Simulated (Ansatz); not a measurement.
# Sc3AlN4: the cost of one run

Program: Ansatz 0.2.0. Level of theory: DFT PBE, scalar-relativistic, plane waves, PAW. These are calculated values, not measurements.

### 1 The starting structure

It takes space group I4/mmm (No. 139, tetragonal). The conventional cell has a = 4.822 Å, b = 4.822 Å, c = 9.644 Å, α = 90.00°, β = 90.00°, γ = 90.00°. Sc (site symmetry -4m2) is surrounded by 6 N at 2.41 Å. Sc (site symmetry 4/mmm) is surrounded by 6 N at 2.41 Å. Around Al (site symmetry 4/mmm) lie 6 N at 2.41 Å. N (site symmetry mmm) is surrounded by 4 Sc at 2.41 Å and 2 Al at 2.41 Å. Around N (site symmetry 4mm) lie 5 Sc at 2.41 Å and 1 Al at 2.41 Å.

Coordinates:

```xyz
8
Lattice="-2.4110 2.4110 4.8220 2.4110 -2.4110 4.8220 2.4110 2.4110 -4.8220" Properties=species:S:1:pos:R:3 pbc="T T T"
Sc    0.0000    2.4110    2.4110
Sc    2.4110    0.0000    2.4110
Sc    0.0000    0.0000    0.0000
Al    0.0000    0.0000    4.8220
N     2.4110    0.0000    0.0000
N     0.0000    0.0000    7.2330
N     0.0000    2.4110    0.0000
N     0.0000    0.0000    2.4110
```

The start is an ordering of an alloy on its end members' structure types: elements ordered on the sites of the AlN type, Al/Sc on Al (I4/mmm, No. 139).

### 2 A first look at the guess

The input, input.yaml:

```yaml
crystal:
  lattice:
    - [-2.41099324, 2.41099324, 4.82198647]
    - [2.41099324, -2.41099324, 4.82198647]
    - [2.41099324, 2.41099324, -4.82198647]
  atoms:
    - { symbol: Sc, position: [0.75, 0.25, 0.5] }
    - { symbol: Sc, position: [0.25, 0.75, 0.5] }
    - { symbol: Sc, position: [0.0, 0.0, 0.0] }
    - { symbol: Al, position: [0.5, 0.5, 0.0] }
    - { symbol: "N", position: [0.0, 0.5, 0.5] }
    - { symbol: "N", position: [0.75, 0.75, 0.0] }
    - { symbol: "N", position: [0.5, 0.0, 0.5] }
    - { symbol: "N", position: [0.25, 0.25, 0.0] }
basis:
  ecutwfc: 420
kpoints:
  mp_grid: { grid: [6, 6, 6] }
hamiltonian:
  xc: pbe
scf:
  occupations: { method: gaussian, width: 0.1 }
  lower_state_search: "off"
output:
  forces: true
  stress: true
  eigenvalues: true
```

Command:

```bash
ansatz run input.yaml --threads 1 --pin off --max-ram 2560MiB --backend cpu --events-out ev --progress --plain --runs-dir out
```

Q: Estimate wall time and peak memory on 1 thread of Intel Xeon at 2.70GHz, shared host.

About 6.6 s, with a peak of 0.44 GiB.
